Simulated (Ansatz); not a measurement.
Pt: what a missing neighbour costs

The calculation used DFT PBE, scalar-relativistic, plane waves, PAW (Ansatz 0.2.0).

Cutoff 420 eV, Γ-centred meshes of like density (1×1×19 for the 16-atom cell), Gaussian smearing of 0.05 eV, energies at zero smearing and 0 K, each start's symmetry kept, no spin polarisation.

Bulk Pt (Fm-3m) has 12 nearest neighbours at 2.81 Å and a cohesive energy of 5.54 eV against the spin-polarised free atom. These structures stand in vacuum and were relaxed; neighbours count within 1.1 bulk bonds.

```json
{"start": "[110] wire, 16 host atoms a period", "atoms × neighbours": "2×5, 4×6, 4×7, 1×8, 2×9, 2×11, 1×12", "mean bond (Å)": "2.71", "energy over bulk (eV/atom)": "0.66"}
{"start": "[110] wire, 16 host atoms a period", "atoms × neighbours": "6×7, 1×8, 4×9, 5×12", "mean bond (Å)": "2.76", "energy over bulk (eV/atom)": "0.63"}
```

Problem. Compare two estimates without free parameters: bonds of fixed strength, and a band energy that grows as the square root of coordination.

Solution. With fixed bonds an atom with z neighbours loses E_coh(1 − z/12); in the second-moment picture the band narrows as √z and it loses E_coh(1 − √(z/12)). Averaged over the atoms, in eV:
```tsv
start	fixed bonds	square root	computed
[110] wire, 16 host atoms a period	2.02	1.16	0.66
[110] wire, 16 host atoms a period	1.33	0.74	0.63
```

The rms misses are 1.08 and 0.37 eV. Fixed bonds overshoot every row: the bonds that remain grow stronger when neighbours are missing, which the square root captures in part, and the bonds shorten by up to 3 %. Even the square root lies above every computed value, since it holds bond lengths fixed and knows nothing of shells, hybridisation or moments.

Spin-orbit coupling is left out, which matters for the bands of heavy elements.

Each run keeps its start's symmetry and one magnetic start, so lower states can exist.

Cost: 2 runs of about 55 core-minutes in all, on Intel Xeon 6975P-C (Granite Rapids) (shared hosts).